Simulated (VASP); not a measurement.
Here is a VASP 6.6.1 calculation.

File INCAR:

```
SYSTEM = HfS2
ALGO = Normal ; EDIFF = 1E-7
ENCUT = 520 ; GGA = PE
ISIF = 2 ; ISMEAR = 0
IVDW = 12 ; LASPH = .True.
LCHARG = .False. ; LMAXMIX = 4
LREAL = .False. ; LWAVE = .False.
NBANDS = 18 ; NELM = 60
PREC = Accurate ; SIGMA = 0.02
```

The input KPOINTS:

```
k-points
0
Gamma
  3 3 2
  0 0 0
```

Contents of POSCAR:

```
HfS2                                    
1.0
    3.6448997588      0.0000000000      0.0000000000
   -1.8224498794      3.1565757842      0.0000000000
    0.0000000000      0.0000000000      5.7523931354
  Hf              S             
     1     2
Direct
     0.0000000000000000    0.0000000000000000    0.0000000000000000
     0.6666666699999979    0.3333333300000021    0.7527296350946315
     0.3333333300000021    0.6666666699999979    0.2472703649053685
```

File KPOINTS_OPT:

```
path GMKGALHA,LM,KH
10
line-mode
reciprocal
 0.0000000000  0.0000000000  0.0000000000  G
 0.5000000000  0.0000000000  0.0000000000  M

 0.5000000000  0.0000000000  0.0000000000  M
 0.3333333333  0.3333333333  0.0000000000  K

 0.3333333333  0.3333333333  0.0000000000  K
 0.0000000000  0.0000000000  0.0000000000  G

 0.0000000000  0.0000000000  0.0000000000  G
 0.0000000000  0.0000000000  0.5000000000  A

 0.0000000000  0.0000000000  0.5000000000  A
 0.5000000000  0.0000000000  0.5000000000  L

 0.5000000000  0.0000000000  0.5000000000  L
 0.3333333333  0.3333333333  0.5000000000  H

 0.3333333333  0.3333333333  0.5000000000  H
 0.0000000000  0.0000000000  0.5000000000  A

 0.5000000000  0.0000000000  0.5000000000  L
 0.5000000000  0.0000000000  0.0000000000  M

 0.3333333333  0.3333333333  0.0000000000  K
 0.3333333333  0.3333333333  0.5000000000  H
```

Potentials or basis: VASP PAW PBE potentials, release 64 (Hf_pv, S).

Launch:

```sh
$ cat potpaw_PBE.64/Hf_pv/POTCAR potpaw_PBE.64/S/POTCAR > POTCAR
$ mpirun -np 1 vasp_std > vasp.out
```

(1) Estimate the dispersion energy per atom.

(2) Predict the pressure.

(3) Estimate the band gap along the path.

(4) Estimate the band gap on the k mesh.

Results:

(1) -0.334 eV.

(2) 0.0 GPa.

(3) 0.93 eV, indirect (least direct gap 1.75 eV).

(4) 1.13 eV, indirect (least direct gap 1.75 eV).

Caveat: the k mesh is coarse (spacing up to 0.66 Å⁻¹), so the values aren't converged; spin-orbit coupling is left out, which moves the levels of the heavy elements; the mesh misses the band edges, which the band path finds closer together.
